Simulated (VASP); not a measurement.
# SnO2 (Cassiterite) (P4_2/mnm) in VASP: a series of runs

One crystal, SnO2 (Cassiterite), is run at these levels: LDA; tasks: single point.

All numbers are computed with VASP 6.6.1; they aren't measurements. Logs are shortened: lines on timing, memory, paths and dates and some standing lists are left out, and cuts for length are marked.

## 1. The crystal as given

It takes space group P4_2/mnm (No. 136, tetragonal). The conventional cell has a = 4.738 Å, b = 4.738 Å, c = 3.187 Å, α = 90.00°, β = 90.00°, γ = 90.00°. Around Sn (site symmetry mmm) lie 6 O at 2.05 to 2.06 Å. O (site symmetry m2m) is surrounded by 3 Sn at 2.05 to 2.06 Å.

## 2. Single point, LDA

INCAR reads:

```
PREC     = Accurate       # precision mode
ENCUT    = 400            # plane-wave cutoff, eV
EDIFF    = 1E-7           # SCF threshold, eV
ISMEAR   = 0              # smearing method
SIGMA    = 0.05           # smearing width, eV
LREAL    = F              # projectors in reciprocal space
LASPH    = T              # aspherical terms in the spheres
NELM     = 100            # most SCF steps
ALGO     = Normal         # electronic algorithm
ISIF     = 2              # what is computed and relaxed
LWAVE    = F              # write WAVECAR
LCHARG   = F              # write CHGCAR
GGA      = CA             # functional
ADDGRID  = T
```

KPOINTS reads:

```
Automatic mesh
0
Gamma
  3 3 4
```

POSCAR reads:

```
SnO2
1.0
    4.7380000000      0.0000000000      0.0000000000
    0.0000000000      4.7380000000      0.0000000000
    0.0000000000      0.0000000000      3.1865000000
Sn O
2 4
Direct
    0.5000000000      0.5000000000      0.5000000000
    0.0000000000      0.0000000000      0.0000000000
    0.8071000000      0.1929000000      0.5000000000
    0.6929000000      0.6929000000      0.0000000000
    0.1929000000      0.8071000000      0.5000000000
    0.3071000000      0.3071000000      0.0000000000
```

Potentials or basis: VASP PAW LDA potentials, release 64 (Sn_d, O).

On the command line:

```
$ cat potpaw_LDA.64/Sn_d/POTCAR potpaw_LDA.64/O/POTCAR > POTCAR
$ mpirun -np 1 vasp_std > vasp.out
```

OUTCAR:

```text
PREC = Accurate
   ENCUT = 400
   EDIFF = 1E-7
   ISMEAR = 0
   LREAL = F
   LASPH = T
   NELM = 100
   ISIF = 2
   GGA = CA

 Found      9 irreducible k-points:

 Following reciprocal coordinates:
            Coordinates               Weight
  0.000000  0.000000  0.000000      1.000000
  0.333333  0.000000  0.000000      4.000000
  0.333333  0.333333  0.000000      4.000000
  0.000000  0.000000  0.250000      2.000000
  0.333333  0.000000  0.250000      8.000000
  0.333333  0.333333  0.250000      8.000000
   k-points           NKPTS =      9   k-points in BZ     NKDIM =      9   number of bands    NBANDS=     31
   number of dos      NEDOS =    301   number of ions     NIONS =      6
   total plane-waves  NPLWV =  24576
   dimension x,y,z NGX =    32 NGY =   32 NGZ =   24
   dimension x,y,z NGXF=    64 NGYF=   64 NGZF=   48
   ions per type =               2   4
   NGX,Y,Z   is equivalent  to a cutoff of  11.23, 11.23, 12.52 a.u.
   NGXF,Y,Z  is equivalent  to a cutoff of  22.46, 22.46, 25.04 a.u.
 SYSTEM =  unknown system
   PREC   = accura    normal or accurate (medium, high low for compatibility)
   ISTART =      0    job   : 0-new  1-cont  2-samecut
   ICHARG =      2    charge: 1-file 2-atom 10-const
   ISPIN  =      1    spin polarized calculation?
   LNONCOLLINEAR =      F non collinear calculations
   LSORBIT =      F    spin-orbit coupling
   LASPH  =      T    aspherical Exc in radial PAW
   ENCUT  =  400.0 eV  29.40 Ry    5.42 a.u.   7.73  7.73  5.20*2*pi/ulx,y,z
   NELM   =    100;   NELMIN=  2; NELMDL= -5     # of ELM steps
   EDIFF  = 0.1E-06   stopping-criterion for ELM
   LREAL  =      F    real-space projection
   EDIFFG = 0.1E-05   stopping-criterion for IOM
   NSW    =      0    number of steps for IOM
   IBRION =     -1    ionic relax: 0-MD 1-quasi-New 2-CG
   NFREE  =      0    steps in history (QN), initial steepest desc. (CG)
   ISIF   =      2    stress and relaxation
   ISYM   =      2    0-nonsym 1-usesym 2-fastsym
   POTIM  = 0.5000    time-step for ionic-motion
   TEBEG  =    0.0;   TEEND  =   0.0 temperature during run
   PSTRESS=    0.0 pullay stress
   NELECT =      52.0000    total number of electrons
   NUPDOWN=      -1.0000    fix difference up-down
   EMIN   =  10.00;   EMAX   =-10.00  energy-range for DOS
   EFERMI =   0.00;   METHOD = LEGACY
   ISMEAR =     0;   SIGMA  =   0.05  broadening in eV -4-tet -1-fermi 0-gaus
   EFERMI_NEDOS =   21; number of points for ismear=-14 and -15
   IALGO  =     38    algorithm
   IMIX   =      4    mixing-type and parameters
     AMIX     =   0.40;   BMIX     =  1.00
     AMIX_MAG =   1.60;   BMIX_MAG =  1.00
  volume/ion in A,a.u.               =      11.92        80.45
  Fermi-wavevector in a.u.,A,eV,Ry     =   1.472000  2.781677 29.480903  2.166785
  Thomas-Fermi vector in A             =   2.587068
   LORBIT       =      0    0 simple, 1 ext, 2 COOP (PROOUT), +10 PAW based schemes
   GGA     = CA    functional components
   LHFCALC =     F    Hartree Fock is set to
   AEXX    =    0.0000 exact exchange contribution
   IVDW    =     0    specifies the selected vdW correction
   LEPSILON=     F    determine dielectric tensor
   LRPA    =     F    only Hartree local field effects (RPA)
 non-spin polarized calculation
 Gauss-broadening in eV      SIGMA  =   0.05
  energy-cutoff  :      400.00
  volume of cell :       71.53
 maximum number of plane-waves:      1310
 NGX is ok and might be reduce to    32
   NGX = 15   NGY = 15   NGZ = 11

 number of electron      52.0000001 magnetization

 Free energy of the ion-electron system (eV)
  ---------------------------------------------------
  ext. energy  EPLUGINS =         0.00000000
  ---------------------------------------------------
  free energy    TOTEN  =       -42.34104532 eV

  energy without entropy =      -42.34104532  energy(sigma->0) =      -42.34104532

 E-fermi :   6.0838     XC(G=0): -11.7982

 val. band max:        5.8636051124   @ k =   0.0000   0.0000   0.0000
 cond. band min:       7.0265587898   @ k =   0.0000   0.0000   0.0000
 fundamental gap:      1.1629536773
 Fermi energy:         6.0838495369

 k-point     1 :       0.0000    0.0000    0.0000
  band No.  band energies     occupation
      1     -15.1442      2.00000
      2     -14.3989      2.00000
      3     -14.1059      2.00000
      4     -14.0901      2.00000
      5     -14.0901      2.00000
      6     -13.9931      2.00000
[... 23 lines left out ...]
     30      11.9573      0.00000
     31      15.9788      0.00000

 k-point     2 :       0.3333    0.0000    0.0000
  band No.  band energies     occupation
      1     -14.9819      2.00000
      2     -14.5938      2.00000
      3     -14.1032      2.00000
      4     -14.0843      2.00000
      5     -14.0841      2.00000
      6     -14.0783      2.00000
[... 23 lines left out ...]
     30      12.5587      0.00000
     31      16.5809      0.00000

 k-point     3 :       0.3333    0.3333    0.0000
  band No.  band energies     occupation
      1     -14.9427      2.00000
      2     -14.7555      2.00000
      3     -14.0921      2.00000
      4     -14.0904      2.00000
      5     -14.0853      2.00000
      6     -14.0773      2.00000
[... 23 lines left out ...]
     30      12.9744      0.00000
     31      16.3138      0.00000

 k-point     4 :       0.0000    0.0000    0.2500
  band No.  band energies     occupation
      1     -14.8680      2.00000
      2     -14.5436      2.00000
      3     -14.5436      2.00000
      4     -14.1463      2.00000
      5     -13.9980      2.00000
      6     -13.9966      2.00000
[... 23 lines left out ...]
     30      14.0546      0.00000
     31      14.4258      0.00000

 k-point     5 :       0.3333    0.0000    0.2500
  band No.  band energies     occupation
      1     -14.8587      2.00000
      2     -14.7186      2.00000
      3     -14.3944      2.00000
      4     -14.1740      2.00000
      5     -13.9905      2.00000
      6     -13.9819      2.00000
[... 23 lines left out ...]
     30      14.3118      0.00000
     31      14.7104      0.00000

 k-point     6 :       0.3333    0.3333    0.2500
  band No.  band energies     occupation
      1     -14.8001      2.00000
      2     -14.6187      2.00000
      3     -14.5521      2.00000
      4     -14.3093      2.00000
      5     -13.9891      2.00000
      6     -13.9734      2.00000
[... 23 lines left out ...]
     30      14.4740      0.00000
     31      14.9315      0.00000

 [... further k-points ...]
[... 5 lines left out ...]
  --------------------------------------------------------------------------------------
  -------------------------------------------------------------------------------------
  Total       -2.6122182     -2.6122182     -1.7357190      0.0000000      0.0000000      0.0000000
  in kB      -58.5081005    -58.5081005    -38.8763930      0.0000000      0.0000000      0.0000000
  external PRESSURE =     -51.9641980 kB  Pullay stress =       0.0000000 kB

 VOLUME and BASIS-vectors are now :
 -----------------------------------------------------------------------------
  energy-cutoff  :      400.00
  volume of cell :       71.53
      direct lattice vectors                 reciprocal lattice vectors
     4.738000000  0.000000000  0.000000000     0.211059519  0.000000000  0.000000000
     0.000000000  4.738000000  0.000000000     0.000000000  0.211059519  0.000000000
     0.000000000  0.000000000  3.186500000     0.000000000  0.000000000  0.313823945

 POSITION                                       TOTAL-FORCE (eV/Angst)
 -----------------------------------------------------------------------------------
      2.36900      2.36900      1.59325         0.000000      0.000000     -0.000000
      0.00000      0.00000      0.00000         0.000000      0.000000     -0.000000
      3.82404      0.91396      1.59325        -0.137870      0.137870     -0.000000
      3.28296      3.28296      0.00000         0.137870      0.137870     -0.000000
      0.91396      3.82404      1.59325         0.137870     -0.137870      0.000000
      1.45504      1.45504      0.00000        -0.137870     -0.137870      0.000000
 -----------------------------------------------------------------------------------
    total drift:                                0.000000     -0.000000     -0.000000

  FREE ENERGIE OF THE ION-ELECTRON SYSTEM (eV)
  ---------------------------------------------------
  free  energy   TOTEN  =       -42.3410453209 eV

  energy  without entropy=      -42.3410453209  energy(sigma->0) =      -42.34104532
```

Run time: 8 s. Hardware: 1 thread of Intel Xeon 6975P-C (Granite Rapids), shared host; peak memory 0.21 GiB.

The run converged, but some of its settings lie outside the range that counts as converged, so its numbers aren't taken as properties of the crystal.

Results:

```yaml
Free_energy: -42.3410 eV
Largest_force: 0.195 eV/Å
Band_gap_on_the_k_mesh: 1.16 eV, direct
```

Caveat: the k mesh is coarse (spacing up to 0.49 Å⁻¹), so the values aren't converged; the cutoff is under 1.25 times the usual one of these potentials, so pressure, stress and relaxed cells hold a basis-set (Pulay) error; spin-orbit coupling is left out, which moves the levels of the heavy elements.

[end of part 1 of 2]
